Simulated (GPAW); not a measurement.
# FeO (Wuestite) (Fm-3m) in GPAW: notebook, part 2 of 2

GPAW 26.7.0.

**3. Band structure, PBEsol, collinear spin, ferromagnetic start**

run.py

```python
from ase.dft.bandgap import bandgap
from ase.io import write
from ase.spacegroup import crystal
from ase.units import GPa
from gpaw import GPAW, PW, setup_paths

setup_paths.insert(0, '.')

# Fe 4a
# O 4b
atoms = crystal(['Fe', 'O'],
                basis=[[0.0, 0.0, 0.0],
                       [0.5, 0.0, 0.0]],
                spacegroup=225, setting=1,  # Fm-3m
                cellpar=[4.3108, 4.3108, 4.3108, 90.0, 90.0, 90.0],
                primitive_cell=True)
atoms.set_initial_magnetic_moments([3.0, 0.0])

calc = GPAW(mode=PW(800),
            xc='PBEsol',
            kpts={'size': (9, 9, 9), 'gamma': True},
            occupations={'name': 'fermi-dirac', 'width': 0.05},
            nbands=17,
            convergence={'density': 1e-05, 'energy': 1e-05},
            maxiter=150,
            txt='gpaw.txt')
atoms.calc = calc
energy = atoms.get_potential_energy()
forces = atoms.get_forces()
stress = atoms.get_stress()
calc.write('gs.gpw')
write('result.traj', atoms)
print(f'Energy: {energy:.6f} eV')
print('Forces (eV/A):')
print(forces.round(4))
print('Stress (GPa):', (stress / GPa).round(3))
print('Moments:', calc.get_magnetic_moments().round(3))
print('Fermi level:', round(calc.get_fermi_level(), 4), 'eV')
print(f'Gap: {bandgap(calc)[0]:.4f} eV, direct: {bandgap(calc, direct=True)[0]:.4f} eV')

path = atoms.cell.bandpath('GXWKGLUWLK,UX', npoints=80, eps=1e-4)
bs_calc = calc.fixed_density(kpts=path, symmetry='off', nbands=26,
                             convergence={'bands': 'CBM+6.0', 'eigenstates': 1e-6}, txt='bands.txt')
bs = bs_calc.band_structure()
bs.write('bs.json')
print(f'Gap on the path: {bandgap(bs_calc)[0]:.4f} eV')
```

Potentials or basis: PAW data sets generated in the run's folder for this functional, pw.

Launch:

```
> gpaw-setup -f PBEsol Fe O
> OMP_NUM_THREADS=1 python run.py
```

gpaw.txt:

```text
__  _  _
 | _ |_)|_||  |
 |__||  | ||/\| - 26.7.0

Input parameters:
  mode=PW(ecut=800.0),
  convergence={'density': 1e-05, 'energy': 1e-05},
  kpts=MonkhorstPack(size=(9, 9, 9), gamma=True),
  maxiter=150,
  nbands=17,
  occupations=Occupations(name='fermi-dirac', width=0.05),
  xc=XC(name='PBEsol')

Diagonalizing LCAO Hamiltonian
Converting LCAO to pw mode

              O

       Fe

Atoms  # Å, Bohr magnetons
|   | symbol |        x |        y |        z |    initial magnetic moments |
|---|--------|----------|----------|----------|-----------------------------|
| 0 |     Fe | 0.000000 | 0.000000 | 0.000000 | ( 0.0000,  0.0000,  3.0000) |
| 1 |      O | 2.155400 | 2.155400 | 2.155400 | ( 0.0000,  0.0000,  0.0000) |

Unit cell  # Å
| periodic |        x |        y |        z |  lengths |    angles |
[... 213 lines left out ...]
  Entropy:          -0.010162
  Spinorbit:         0.000000
  ----------------------------
  Free energy:     -16.821996
  Extrapolated:    -16.816915

dipole moment: (-10.381538, -10.381538, -10.381538)  # |e|*Ang

Total magnetic moment: (0.000000, 0.000000, 4.002419)

Local magnetic moments
|        x |        y |        z |
|----------|----------|----------|
| 0.000000 | 0.000000 | 3.538227 |  # Fe   0
| 0.000000 | 0.000000 | 0.237593 |  # O    1

Fermi level: 9.112
Eigenvalues  # (at kpt = [0.000, 0.000, 0.000])
| band index |      eig [eV] | occ [0-1] |      eig [eV] | occ [0-1] |
|------------|---------------|-----------|---------------|-----------|
|          0 |       -11.654 |     1.000 |       -11.106 |     1.000 |
|          1 |         5.185 |     1.000 |         5.765 |     1.000 |
|          2 |         5.185 |     1.000 |         5.765 |     1.000 |
|          3 |         5.185 |     1.000 |         5.765 |     1.000 |
|          4 |         5.253 |     1.000 |         8.391 |     1.000 |
|          5 |         5.253 |     1.000 |         8.391 |     1.000 |
[... 9 lines left out ...]
|         15 |        29.378 |     0.000 |        31.035 |     0.000 |
|         16 |        29.378 |     0.000 |        31.035 |     0.000 |

No gap
No difference between direct/indirect transitions

Forces  # eV/Ang
|        x |        y |        z |
|----------|----------|----------|
| -0.00000 |  0.00000 | -0.00000 |  # Fe   0
|  0.00000 | -0.00000 | -0.00000 |  # O    1

Stress tensor  # eV/Ang^3
|        x |        y |        z |
|----------|----------|----------|
| 0.043727 | 0.000000 | 0.000000 |
| 0.000000 | 0.043727 | 0.000000 |
| 0.000000 | 0.000000 | 0.043727 |

# Writing to gs.gpw (mode='')
```

stdout:

```text
Energy: -16.816915 eV
Forces (eV/A):
[[-0.  0. -0.]
 [ 0. -0. -0.]]
Stress (GPa): [7.006 7.006 7.006 0.    0.    0.   ]
Moments: [3.538 0.238]
Fermi level: 9.1117 eV
Gap: 0.0000 eV, direct: 0.0000 eV
Gap on the path: 0.0000 eV
```

It took 58 s on 1 thread of Arm Neoverse V1, shared host; peak memory 0.27 GiB.

What came out:

```yaml
Free_energy: -16.8220 eV
Pressure: -7.0 GPa
Band_gap_along_the_path: none (metal or under the smearing width)
Net_moment: 4.00 μB per cell
Site_moments: Fe +3.54; O +0.24 μB
```

Levels at the corners of the path, in eV from the Fermi level:
Spin up:
```
point  band 5  band 6  band 7  band 8  band 9  band 10
    Γ   -3.86   -3.86   -3.86   -3.63   -3.63    -0.12
    X   -4.81   -3.23   -2.73   -2.73   -2.73     5.04
    W   -3.00   -3.00   -2.85   -2.73   -1.69     7.24
    K   -3.65   -2.87   -2.60   -2.42   -1.67     6.55
    Γ   -3.86   -3.86   -3.86   -3.63   -3.63    -0.12
    L   -3.01   -3.01   -2.46   -0.30   -0.30     3.81
    U   -3.65   -2.87   -2.60   -2.42   -1.67     6.55
    W   -3.00   -3.00   -2.85   -2.73   -1.69     7.24
    L   -3.01   -3.01   -2.46   -0.30   -0.30     3.81
    K   -3.65   -2.87   -2.60   -2.42   -1.67     6.55
    U   -3.65   -2.87   -2.60   -2.42   -1.67     6.55
    X   -4.81   -3.23   -2.73   -2.73   -2.73     5.04
```
Spin down:
| point | band 1 | band 2 | band 3 | band 4 | band 5 | band 6 | band 7 | band 8 | band 9 | band 10 |
| --- | --- | --- | --- | --- | --- | --- | --- | --- | --- | --- |
| Γ | -20.22 | -3.35 | -3.35 | -3.35 | -0.72 | -0.72 | -0.72 | 0.16 | 0.16 | 0.70 |
| X | -18.96 | -7.07 | -4.55 | -4.55 | -2.16 | 0.72 | 0.82 | 0.82 | 1.14 | 6.39 |
| W | -18.86 | -6.25 | -6.25 | -5.64 | -0.02 | -0.02 | 0.82 | 1.05 | 1.80 | 8.58 |
| K | -18.89 | -6.67 | -6.25 | -4.96 | -0.81 | 0.63 | 0.72 | 1.29 | 1.75 | 7.81 |
| Γ | -20.22 | -3.35 | -3.35 | -3.35 | -0.72 | -0.72 | -0.72 | 0.16 | 0.16 | 0.70 |
| L | -19.01 | -8.16 | -5.24 | -5.24 | 0.45 | 0.45 | 0.65 | 2.80 | 2.80 | 4.33 |
| U | -18.89 | -6.67 | -6.25 | -4.96 | -0.81 | 0.63 | 0.72 | 1.29 | 1.75 | 7.81 |
| W | -18.86 | -6.25 | -6.25 | -5.64 | -0.02 | -0.02 | 0.82 | 1.05 | 1.80 | 8.58 |
| L | -19.01 | -8.16 | -5.24 | -5.24 | 0.45 | 0.45 | 0.65 | 2.80 | 2.80 | 4.33 |
| K | -18.89 | -6.67 | -6.25 | -4.96 | -0.81 | 0.63 | 0.72 | 1.29 | 1.75 | 7.81 |
| U | -18.89 | -6.67 | -6.25 | -4.96 | -0.81 | 0.63 | 0.72 | 1.29 | 1.75 | 7.81 |
| X | -18.96 | -7.07 | -4.55 | -4.55 | -2.16 | 0.72 | 0.82 | 0.82 | 1.14 | 6.39 |

Caveat: a cell with one magnetic atom can't hold antiferromagnetic order, which such compounds often take; semilocal functionals often make such compounds metallic where correlation or magnetic order opens a gap, which also shifts bond lengths.

**4. Equation of state, optPBE-vdW, collinear spin, ferromagnetic start**

run.py

```python
from ase.eos import EquationOfState
from ase.io import Trajectory, read
from ase.units import GPa
from gpaw import GPAW, PW

atoms = read('POSCAR')
atoms.set_initial_magnetic_moments([3.0, 0.0])

traj = Trajectory('eos.traj', 'w')
volumes, energies = [], []
for x in [0.94, 0.96, 0.98, 1.0, 1.02, 1.04, 1.06]:
    a = atoms.copy()
    a.set_cell(atoms.cell * x**(1 / 3), scale_atoms=True)
    calc = GPAW(mode=PW(800),
                xc={'name': 'optPBE-vdW', 'backend': 'libvdwxc'},
                kpts={'size': (9, 9, 9), 'gamma': True},
                occupations={'name': 'fermi-dirac', 'width': 0.05},
                nbands=17,
                convergence={'density': 1e-05, 'energy': 1e-05},
                maxiter=150,
                txt=f'eos-{x:.2f}.txt')
    a.calc = calc
    energies.append(a.get_potential_energy(force_consistent=True))
    volumes.append(a.get_volume())
    calc.write(f'eos-{x:.2f}.gpw')
    traj.write(a)
    print(f'{x:.2f} {volumes[-1]:10.4f} A^3 {energies[-1]:14.6f} eV', flush=True)

v0, e0, B = EquationOfState(volumes, energies, eos='birchmurnaghan').fit()
print(f'V0 = {v0:.4f} A^3, E0 = {e0:.6f} eV, B0 = {B / GPa:.2f} GPa')
```

POSCAR

```
FeO
1.0
    0.0000000000      2.1554000000      2.1554000000
    2.1554000000      0.0000000000      2.1554000000
    2.1554000000      2.1554000000      0.0000000000
Fe O
1 1
Direct
    0.0000000000      0.0000000000      0.0000000000
    0.5000000000      0.5000000000      0.5000000000
```

Potentials or basis: GPAW PAW data sets (gpaw-data 1.2.1), pw.

Launch:

```
> OMP_NUM_THREADS=1 python run.py
```

It took 3.4 min on 1 thread of Arm Neoverse V1, shared host; peak memory 0.3 GiB.

It converged, with:

- Equilibrium volume: 10.30 Å³/atom
- Bulk modulus: 183 GPa
- Pressure derivative of the bulk modulus: 3.9 (rough: it moves with the points fitted)

Energy against volume, from the lowest point:
```tsv
volume (Å³/atom)	energy (meV/atom)
9.413	50.65
9.613	29.20
9.813	14.07
10.013	4.56
10.214	0.00
10.414	0.25
10.614	4.65
```

Caveat: the PAW data sets were made with another functional, which shifts forces and pressure a little. Zero-point motion and thermal expansion aren't in these numbers.

**5. Summary**

| task | level | potentials or basis | band path | band points | pressure (GPa) | moment (μB) |
| --- | --- | --- | --- | --- | --- | --- |
| band structure | PW91 | PAW data sets generated in the run's folder for this functional, pw | GXWKGLUWLK,UX | 60 | 0.1 | 4.00 |
| band structure | PBEsol | PAW data sets generated in the run's folder for this functional, pw | GXWKGLUWLK,UX | 80 | -7.0 | 4.00 |
| equation of state | optPBE-vdW | GPAW PAW data sets (gpaw-data 1.2.1), pw | - | - | - | - |

Alike in all rows: spin collinear, ferromagnetic start; cell as given; k mesh 9 × 9 × 9; cutoff (eV) 800; smearing fermi-dirac 0.05 eV.

Caveats: a cell with one magnetic atom can't hold antiferromagnetic order, which such compounds often take (some runs); semilocal functionals often make such compounds metallic where correlation or magnetic order opens a gap, which also shifts bond lengths (some runs); the PAW data sets were made with another functional, which shifts forces and pressure a little (some runs).

Total energies depend on the potentials used, so only differences within one code and one set of settings carry meaning.

**6. Against experiment**

Step 2. Measured gap of FeO: 2.4 eV (optical; quoted in “W\"ustite: Electric, thermodynamic and optical properties of FeO”, 2012, arxiv:1203.1201). This calculation gives 0.00 eV (-2.40 eV). So large a miss can be the level of theory's own, or it may mean another phase, state or a wrong row. The value is that of PW91, without temperature or zero-point motion. Semilocal functionals fall short of measured gaps as a rule. The run's magnetic order (collinear spin, ferromagnetic start) needn't be the measured crystal's.

Step 3. Measured gap of FeO: 2.4 eV (optical; quoted in “W\"ustite: Electric, thermodynamic and optical properties of FeO”, 2012, arxiv:1203.1201). This calculation gives 0.00 eV (-2.40 eV). So large a miss can be the level of theory's own, or it may mean another phase, state or a wrong row. The value is that of PBEsol, without temperature or zero-point motion. Semilocal functionals fall short of measured gaps as a rule. The run's magnetic order (collinear spin, ferromagnetic start) needn't be the measured crystal's.
